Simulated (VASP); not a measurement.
# KCl (Fm-3m) in VASP: notebook

The runs below take KCl through single point, with LDA.

All numbers are computed with VASP 6.6.1; they aren't measurements. Logs are shortened: lines on timing, memory, paths and dates and some standing lists are left out, and cuts for length are marked.

**Measured values to compare with.**

A printed reference work, monograph reports, for a bulk crystal of KCl: band gap 8.68 eV.

How close the calculation comes is told below.

### Step 1. The cell of the first run

Symmetry: Fm-3m, No. 225, cubic system. The conventional cell has a = 6.312 Å, b = 6.312 Å, c = 6.312 Å, α = 90.00°, β = 90.00°, γ = 90.00°. Within 4.2 Å of K (site symmetry m-3m) lie 6 Cl at 3.16 Å. Within 4.2 Å of Cl (site symmetry m-3m) lie 6 K at 3.16 Å.

### Step 2. Single point, LDA

The input, INCAR:

```
  PREC = Accurate
  ENCUT = 520
  EDIFF = 1E-6
  ISMEAR = 0
  SIGMA = 0.05
  LREAL = F
  LASPH = T
  NELM = 60
  ALGO = Normal
  ISIF = 2
  LWAVE = F
  LCHARG = F
  NBANDS = 15
```

The input, KPOINTS:

```
Automatic mesh
0
Gamma
  6 6 6
```

The input, POSCAR:

```
KCl
1.0
    0.0000000000      3.1561000000      3.1561000000
    3.1561000000      0.0000000000      3.1561000000
    3.1561000000      3.1561000000      0.0000000000
K Cl
1 1
Direct
    0.0000000000      0.0000000000      0.0000000000
    0.5000000000      0.5000000000      0.5000000000
```

Potentials or basis: VASP PAW LDA potentials, release 64 (K_sv, Cl).

The run is started by

```sh
$ cat potpaw_LDA.64/K_sv/POTCAR potpaw_LDA.64/Cl/POTCAR > POTCAR
$ mpirun -np 1 vasp_std > vasp.out
```

OUTCAR:

```text
PREC = Accurate
   ENCUT = 520
   EDIFF = 1E-6
   ISMEAR = 0
   LREAL = F
   LASPH = T
   NELM = 60
   ISIF = 2

 ion  position               nearest neighbor table
   1  0.000  0.000  0.000-   2 3.16   2 3.16   2 3.16   2 3.16   2 3.16   2 3.16
   2  0.500  0.500  0.500-   1 3.16   1 3.16   1 3.16   1 3.16   1 3.16   1 3.16

  LATTYP: Found a face centered cubic cell.
 ALAT       =     6.3122000000

  Lattice vectors:

 A1 = (   0.0000000000,   3.1561000000,   3.1561000000)
 A2 = (   3.1561000000,   0.0000000000,   3.1561000000)
 A3 = (   3.1561000000,   3.1561000000,   0.0000000000)

Analysis of symmetry for initial positions (statically):
=====================================================================
 Subroutine PRICEL returns:
 Original cell was already a primitive cell.

 Routine SETGRP: Setting up the symmetry group for a
 face centered cubic supercell.

 Subroutine GETGRP returns: Found 48 space group operations
 (whereof 48 operations were pure point group operations)
 out of a pool of 48 trial point group operations.

The static configuration has the point symmetry O_h .

Analysis of symmetry for dynamics (positions and initial velocities):
=====================================================================
 Subroutine PRICEL returns:
 Original cell was already a primitive cell.

 Routine SETGRP: Setting up the symmetry group for a
 face centered cubic supercell.

 Subroutine GETGRP returns: Found 48 space group operations
 (whereof 48 operations were pure point group operations)
 out of a pool of 48 trial point group operations.

The dynamic configuration has the point symmetry O_h .

 Subroutine INISYM returns: Found 48 space group operations
 (whereof 48 operations are pure point group operations),
 and found     1 'primitive' translations

----------------------------------------------------------------------------------------

                                     Primitive cell

  volume of cell :      62.8756

  direct lattice vectors                    reciprocal lattice vectors
     0.000000000  3.156100000  3.156100000    -0.158423371  0.158423371  0.158423371
     3.156100000  0.000000000  3.156100000     0.158423371 -0.158423371  0.158423371
     3.156100000  3.156100000  0.000000000     0.158423371  0.158423371 -0.158423371

  length of vectors
     4.463399424  4.463399424  4.463399424     0.274397327  0.274397327  0.274397327

  position of ions in fractional coordinates (direct lattice)
     0.000000000  0.000000000  0.000000000
     0.500000000  0.500000000  0.500000000

  ion indices of the primitive-cell ions
   primitive index   ion index
                 1           1
                 2           2

----------------------------------------------------------------------------------------

 KPOINTS: Automatic mesh

Automatic generation of k-mesh.
 Grid dimensions read from file:
 generate k-points for:    6    6    6

 Generating k-lattice:

  Cartesian coordinates                     Fractional coordinates (reciprocal lattice)
    -0.026403895  0.026403895  0.026403895     0.166666667  0.000000000  0.000000000
     0.026403895 -0.026403895  0.026403895     0.000000000  0.166666667  0.000000000
     0.026403895  0.026403895 -0.026403895     0.000000000  0.000000000  0.166666667

  Length of vectors
     0.045732888  0.045732888  0.045732888

  Shift w.r.t. Gamma in fractional coordinates (k-lattice)
     0.000000000  0.000000000  0.000000000

 Subroutine IBZKPT returns following result:
 ===========================================

 Found     16 irreducible k-points:

 Following reciprocal coordinates:
            Coordinates               Weight
  0.000000  0.000000  0.000000      1.000000
  0.166667  0.000000  0.000000      8.000000
  0.333333  0.000000  0.000000      8.000000
  0.500000  0.000000  0.000000      4.000000
  0.166667  0.166667  0.000000      6.000000
  0.333333  0.166667  0.000000     24.000000
[... 8 lines left out ...]
 -0.333333  0.333333  0.166667     24.000000
 -0.333333  0.500000  0.166667     12.000000
   k-points           NKPTS =     16   k-points in BZ     NKDIM =     16   number of bands    NBANDS=     15
   number of dos      NEDOS =    301   number of ions     NIONS =      2
   total plane-waves  NPLWV =  46656
   dimension x,y,z NGX =    36 NGY =   36 NGZ =   36
   dimension x,y,z NGXF=    72 NGYF=   72 NGZF=   72
   ions per type =               1   1
   NGX,Y,Z   is equivalent  to a cutoff of  13.41, 13.41, 13.41 a.u.
   NGXF,Y,Z  is equivalent  to a cutoff of  26.82, 26.82, 26.82 a.u.
 SYSTEM =  unknown system
   PREC   = accura    normal or accurate (medium, high low for compatibility)
   ISTART =      0    job   : 0-new  1-cont  2-samecut
   ICHARG =      2    charge: 1-file 2-atom 10-const
   ISPIN  =      1    spin polarized calculation?
   LNONCOLLINEAR =      F non collinear calculations
   LSORBIT =      F    spin-orbit coupling
   LASPH  =      T    aspherical Exc in radial PAW
   ENCUT  =  520.0 eV  38.22 Ry    6.18 a.u.   8.30  8.30  8.30*2*pi/ulx,y,z
   NELM   =     60;   NELMIN=  2; NELMDL= -5     # of ELM steps
   EDIFF  = 0.1E-05   stopping-criterion for ELM
   LREAL  =      F    real-space projection
   EDIFFG = 0.1E-04   stopping-criterion for IOM
   NSW    =      0    number of steps for IOM
   IBRION =     -1    ionic relax: 0-MD 1-quasi-New 2-CG
   NFREE  =      0    steps in history (QN), initial steepest desc. (CG)
   ISIF   =      2    stress and relaxation
   ISYM   =      2    0-nonsym 1-usesym 2-fastsym
   POTIM  = 0.5000    time-step for ionic-motion
   TEBEG  =    0.0;   TEEND  =   0.0 temperature during run
   PSTRESS=    0.0 pullay stress
   NELECT =      16.0000    total number of electrons
   NUPDOWN=      -1.0000    fix difference up-down
   EMIN   =  10.00;   EMAX   =-10.00  energy-range for DOS
   EFERMI =   0.00;   METHOD = LEGACY
   ISMEAR =     0;   SIGMA  =   0.05  broadening in eV -4-tet -1-fermi 0-gaus
   EFERMI_NEDOS =   21; number of points for ismear=-14 and -15
   IALGO  =     38    algorithm
   IMIX   =      4    mixing-type and parameters
     AMIX     =   0.40;   BMIX     =  1.00
     AMIX_MAG =   1.60;   BMIX_MAG =  1.00
  volume/ion in A,a.u.               =      31.44       212.15
  Fermi-wavevector in a.u.,A,eV,Ry     =   1.037419  1.960437 14.643101  1.076238
  Thomas-Fermi vector in A             =   2.171856
   LORBIT       =      0    0 simple, 1 ext, 2 COOP (PROOUT), +10 PAW based schemes
   GGA     = CA    functional components
   LHFCALC =     F    Hartree Fock is set to
   AEXX    =    0.0000 exact exchange contribution
   IVDW    =     0    specifies the selected vdW correction
   LEPSILON=     F    determine dielectric tensor
   LRPA    =     F    only Hartree local field effects (RPA)
 non-spin polarized calculation
 Gauss-broadening in eV      SIGMA  =   0.05
  energy-cutoff  :      520.00
  volume of cell :       62.88
 maximum number of plane-waves:      1711
 NGX is ok and might be reduce to    36
   NGX = 17   NGY = 17   NGZ = 17

 number of electron      15.9999998 magnetization

 Free energy of the ion-electron system (eV)
  ---------------------------------------------------
  ext. energy  EPLUGINS =         0.00000000
  ---------------------------------------------------
  free energy    TOTEN  =        -7.36284823 eV

  energy without entropy =       -7.36284823  energy(sigma->0) =       -7.36284823

 E-fermi :  -1.8118     XC(G=0):  -8.0726

 val. band max:       -2.1195793686   @ k =   0.0000   0.0000   0.0000
 cond. band min:       2.5978076734   @ k =   0.0000   0.0000   0.0000
 fundamental gap:      4.7173870420
 Fermi energy:        -1.8118148782

 k-point     1 :       0.0000    0.0000    0.0000
  band No.  band energies     occupation
      1     -28.9730      2.00000
      2     -14.1351      2.00000
      3     -12.6707      2.00000
      4     -12.6707      2.00000
      5     -12.6707      2.00000
      6      -2.1196      2.00000
      7      -2.1196      2.00000
      8      -2.1196      2.00000
      9       2.5978      0.00000
     10       5.9610      0.00000
     11       5.9610      0.00000
     12       5.9610      0.00000
     13       6.8885      0.00000
     14       6.8885      0.00000
     15      10.3215      0.00000

 k-point     2 :       0.1667    0.0000    0.0000
  band No.  band energies     occupation
      1     -28.9702      2.00000
      2     -14.1877      2.00000
      3     -12.6733      2.00000
      4     -12.6733      2.00000
      5     -12.6049      2.00000
      6      -2.4585      2.00000
      7      -2.2091      2.00000
      8      -2.2091      2.00000
      9       3.2490      0.00000
     10       5.7611      0.00000
     11       6.3071      0.00000
     12       6.3071      0.00000
     13       7.2592      0.00000
     14       7.2592      0.00000
     15      11.3068      0.00000

 k-point     3 :       0.3333    0.0000    0.0000
  band No.  band energies     occupation
      1     -28.9645      2.00000
      2     -14.2817      2.00000
      3     -12.6784      2.00000
      4     -12.6784      2.00000
      5     -12.4835      2.00000
      6      -3.0031      2.00000
      7      -2.3778      2.00000
      8      -2.3778      2.00000
      9       4.4899      0.00000
     10       5.7869      0.00000
     11       7.2461      0.00000
     12       7.2461      0.00000
     13       8.1898      0.00000
     14       8.1898      0.00000
     15      10.3976      0.00000
[... 199 lines left out ...]
 k-point    15 :      -0.3333    0.3333    0.1667
  band No.  band energies     occupation
      1     -28.9592      2.00000
      2     -14.1841      2.00000
      3     -12.7523      2.00000
      4     -12.7330      2.00000
      5     -12.5549      2.00000
      6      -2.8726      2.00000
      7      -2.5811      2.00000
      8      -2.4898      2.00000
      9       5.4528      0.00000
     10       5.7078      0.00000
     11       7.2544      0.00000
     12       7.5711      0.00000
     13       8.8182      0.00000
     14       9.4058      0.00000
     15       9.5032      0.00000

 k-point    16 :      -0.3333    0.5000    0.1667
  band No.  band energies     occupation
      1     -28.9583      2.00000
      2     -14.1064      2.00000
      3     -12.7986      2.00000
      4     -12.7526      2.00000
      5     -12.6159      2.00000
      6      -2.7226      2.00000
      7      -2.5632      2.00000
      8      -2.4975      2.00000
      9       4.7816      0.00000
     10       6.4219      0.00000
     11       6.5607      0.00000
     12       7.7446      0.00000
     13       8.5982      0.00000
     14       9.3795      0.00000
     15       9.8599      0.00000

------------------------ aborting loop because EDIFF is reached ----------------------------------------

  FORCE on cell =-STRESS in cart. coord.  units (eV):
  Direction    XX          YY          ZZ          XY          YZ          ZX
  --------------------------------------------------------------------------------------
  -------------------------------------------------------------------------------------
  Total       -0.8039271     -0.8039271     -0.8039271      0.0000000      0.0000000     -0.0000000
  in kB      -20.4854263    -20.4854263    -20.4854263      0.0000000      0.0000000     -0.0000000
  external PRESSURE =     -20.4854263 kB  Pullay stress =       0.0000000 kB

 VOLUME and BASIS-vectors are now :
 -----------------------------------------------------------------------------
  energy-cutoff  :      520.00
  volume of cell :       62.88
      direct lattice vectors                 reciprocal lattice vectors
     0.000000000  3.156100000  3.156100000    -0.158423371  0.158423371  0.158423371
     3.156100000  0.000000000  3.156100000     0.158423371 -0.158423371  0.158423371
     3.156100000  3.156100000  0.000000000     0.158423371  0.158423371 -0.158423371

 POSITION                                       TOTAL-FORCE (eV/Angst)
 -----------------------------------------------------------------------------------
      0.00000      0.00000      0.00000         0.000000     -0.000000     -0.000000
      3.15610      3.15610      3.15610        -0.000000      0.000000      0.000000
 -----------------------------------------------------------------------------------
    total drift:                                0.000000      0.000000      0.000000

  FREE ENERGIE OF THE ION-ELECTRON SYSTEM (eV)
  ---------------------------------------------------
  free  energy   TOTEN  =        -7.3628482273 eV

  energy  without entropy=       -7.3628482273  energy(sigma->0) =       -7.36284823
```

Run time: 15 s. Hardware: 1 thread of Intel Xeon Platinum 8259CL at 2.50GHz (Skylake/Cascade Lake), shared host; peak memory 0.17 GiB.

Results:

| Item | Value |
| --- | --- |
| Free energy | -7.3628 eV |
| Pressure | -2.0 GPa |
| Band gap on the k mesh | 4.72 eV, direct |

### Step 3. Single point, LDA

The input, INCAR:

```
ALGO = Normal
EDIFF = 1E-6
ENCUT = 520
GGA = CA
ISIF = 2
ISMEAR = 0
LASPH = T
LCHARG = T
LELF = T
LREAL = F
LVHAR = T
LWAVE = F
NBANDS = 15
NELM = 100
PREC = Accurate
SIGMA = 0.05
```

The input, KPOINTS:

```
k-points
0
Gamma
  8 8 8
```

POSCAR is that of step 2.

Potentials or basis: VASP PAW LDA potentials, release 64 (K_sv, Cl).

The run is started by

```sh
$ cat potpaw_LDA.64/K_sv/POTCAR potpaw_LDA.64/Cl/POTCAR > POTCAR
$ mpirun -np 1 vasp_std > vasp.out
```

OUTCAR:

```text
EDIFF = 1E-6
   ENCUT = 520
   GGA = CA
   ISIF = 2
   ISMEAR = 0
   LASPH = T
   LREAL = F
   NELM = 100
   PREC = Accurate

 ion  position               nearest neighbor table
   1  0.000  0.000  0.000-   2 3.16   2 3.16   2 3.16   2 3.16   2 3.16   2 3.16
   2  0.500  0.500  0.500-   1 3.16   1 3.16   1 3.16   1 3.16   1 3.16   1 3.16

  LATTYP: Found a face centered cubic cell.
 ALAT       =     6.3122000000

  Lattice vectors:

 A1 = (   0.0000000000,   3.1561000000,   3.1561000000)
 A2 = (   3.1561000000,   0.0000000000,   3.1561000000)
[... 609 lines left out ...]
     10       5.8526      0.00000
     11       7.5851      0.00000
     12       7.7266      0.00000
     13       8.5356      0.00000
     14       9.4273      0.00000
     15       9.4679      0.00000

 [... further k-points ...]
[... 5 lines left out ...]
  --------------------------------------------------------------------------------------
  -------------------------------------------------------------------------------------
  Total       -0.8041658     -0.8041658     -0.8041658      0.0000000      0.0000000     -0.0000000
  in kB      -20.4915074    -20.4915074    -20.4915074      0.0000000      0.0000000     -0.0000000
  external PRESSURE =     -20.4915074 kB  Pullay stress =       0.0000000 kB

 VOLUME and BASIS-vectors are now :
 -----------------------------------------------------------------------------
  energy-cutoff  :      520.00
  volume of cell :       62.88
      direct lattice vectors                 reciprocal lattice vectors
     0.000000000  3.156100000  3.156100000    -0.158423371  0.158423371  0.158423371
     3.156100000  0.000000000  3.156100000     0.158423371 -0.158423371  0.158423371
     3.156100000  3.156100000  0.000000000     0.158423371  0.158423371 -0.158423371

 POSITION                                       TOTAL-FORCE (eV/Angst)
 -----------------------------------------------------------------------------------
      0.00000      0.00000      0.00000        -0.000000     -0.000000     -0.000000
      3.15610      3.15610      3.15610         0.000000      0.000000      0.000000
 -----------------------------------------------------------------------------------
    total drift:                                0.000000      0.000000      0.000000

  FREE ENERGIE OF THE ION-ELECTRON SYSTEM (eV)
  ---------------------------------------------------
  free  energy   TOTEN  =        -7.3628461436 eV

  energy  without entropy=       -7.3628461436  energy(sigma->0) =       -7.36284614
```

Run time: 25 s. Hardware: 1 thread of Intel Xeon Platinum 8259CL at 2.50GHz (Skylake/Cascade Lake), shared host; peak memory 0.18 GiB.

Results:

```
Free energy            : -7.3628 eV
Pressure               : -2.0 GPa
Band gap on the k mesh : 4.72 eV, direct
```

Levels at points of the mesh, in eV from the valence-band top:
| k point | band 4 | band 5 | band 6 | band 7 | band 8 | band 9 | band 10 | band 11 | band 12 | band 13 |
| --- | --- | --- | --- | --- | --- | --- | --- | --- | --- | --- |
| (0.00, 0.00, 0.00) | -10.55 | -10.55 | 0.00 | 0.00 | 0.00 | 4.72 | 8.08 | 8.08 | 8.08 | 9.01 |
| (0.50, 0.00, 0.00) | -10.56 | -10.31 | -1.12 | -0.34 | -0.34 | 7.16 | 8.22 | 10.25 | 10.25 | 11.08 |
| (0.50, 0.50, 0.00) | -10.61 | -10.61 | -0.69 | -0.23 | -0.23 | 6.18 | 7.93 | 9.60 | 10.03 | 10.36 |

### Step 4. How close it comes

Step 2. Against the measured gap of KCl, 8.68 eV (a printed reference work, monograph), the calculated 4.72 eV is off by -3.96 eV. The value is that of LDA, without temperature or zero-point motion. Semilocal functionals fall short of measured gaps as a rule.

Step 3. Measured gap of KCl: 8.68 eV (a printed reference work, monograph). This calculation gives 4.72 eV (-3.96 eV). The value is that of LDA on a finite k mesh, which can miss the band edges, without temperature or zero-point motion. Semilocal functionals fall short of measured gaps as a rule.
